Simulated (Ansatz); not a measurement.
Runs of Ansatz 0.2.0 on Si2W. Symmetry: I4/mmm, No. 139, tetragonal system. The conventional cell has a = 3.214 Å, b = 3.214 Å, c = 7.830 Å, α = 90.00°, β = 90.00°, γ = 90.00°. Around W (site symmetry 4/mmm) lie 10 Si at 2.62 Å. Si (site symmetry 4mm) is surrounded by 5 Si at 2.59 to 2.63 Å and 5 W at 2.62 Å. 

| share of exact exchange | gap on the mesh (eV) | pressure (GPa) | largest force (eV/Å) |
| --- | --- | --- | --- |
| 0.15 | none | (d) | (a) |
| 0.3 | none | -3.5 | 0.10 |
| 0.4 | none | -5.7 | 0.16 |
| 0.25 | none | -2.4 | 0.07 |
| 0.5 | none | -7.8 | 0.22 |
| 0.2 | none | -1.3 | 0.04 |
| 0.05 | none | (c) | (b) |
| 0.1 | none | 0.9 | 0.02 |

Alike in all rows: task single point; level HSE06 form with a typed share of exact exchange; potentials or basis Ansatz PAW; no spin polarisation; cell as given; k mesh 6 × 6 × 6; cutoff (eV) 420; smearing fermi-dirac 0.05 eV; the mesh is coarse, so values aren't converged.

Problem. Estimate the missing entries.

Solution. (a) 0.01; (b) 0.05; (c) 2.0; (d) -0.2.

Caveats: all runs use coarse meshes; the PAW data sets come from PBE, with cores solved anew for the run's functional, which leaves a small shift of forces and pressure; the thresholds are loose for stress.

A k mesh can miss the band edges, and the runs leave out spin-orbit coupling on W.

A gap of «none» marks a metal or a gap under the smearing width.
